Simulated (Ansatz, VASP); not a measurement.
InPd: VASP beside Ansatz

File INCAR:

```
SYSTEM = InPd
ALGO = Normal
EDIFF = 1E-8
ENCUT = 520
GGA = CA
ISIF = 2
ISMEAR = -1
LASPH = .TRUE.
LCHARG = .FALSE.
LEFG = .TRUE.
LREAL = .FALSE.
LWAVE = .FALSE.
NBANDS = 18
NELM = 100
PREC = Accurate
SIGMA = 0.03
```

KPOINTS

```
k-points
0
G
  13 13 13
  0 0 0
```

File POSCAR:

```
InPd
1.0
    3.3360556752      0.0000000000      0.0000000000
    0.0000000000      3.3360556752      0.0000000000
    0.0000000000      0.0000000000      3.3360556752
In Pd
1 1
Direct
    0.0000000000      0.0000000000      0.0000000000
    0.5000000000      0.5000000000      0.5000000000
```

Input for Ansatz:

```yaml
crystal:
  lattice:
    - [3.3360556752, 0.0, 0.0]
    - [0.0, 3.3360556752, 0.0]
    - [0.0, 0.0, 3.3360556752]
  atoms:
    - { symbol: In, position: [0.0, 0.0, 0.0] }
    - { symbol: Pd, position: [0.5, 0.5, 0.5] }
kpoints:
  mp_grid: { grid: [13, 13, 13] }
scf:
  occupations: { method: fermi_dirac, width: 0.03 }
hamiltonian:
  xc: lda
  pseudopotentials: { kind: paw }
output:
  forces: true
  stress: true
  eigenvalues: true
  efg: { contact_densities: true }
```

Change from the starting cell: volume scaled by 1.06, PAW files.

Alike in both runs: task electric field gradients; functional LDA; k mesh 13 × 13 × 13; occupations fermi-dirac, width 0.03 eV; no spin polarisation.

|  | VASP | Ansatz |
| --- | --- | --- |
| version | VASP 6.6.1 | Ansatz 0.2.0 |
| potentials or method | VASP PAW LDA potentials, release 64 (In_d, Pd) | PAW with Ansatz's default frozen-core files, scalar-relativistic |
| plane-wave cutoff (eV) | 520 | 420 |
| valence electrons in the cell | 23 | 31 |

```tsv
	VASP	Ansatz	Ansatz less VASP
pressure (GPa)	-11.8	-12.0	-0.25
Vzz of the field gradient on the site that differs most (V/Å²)	0.0	0.0	0.00
```

The two sets of potentials don't hold the same shells in valence. Ansatz warned: «gradients_without_spin_orbit».
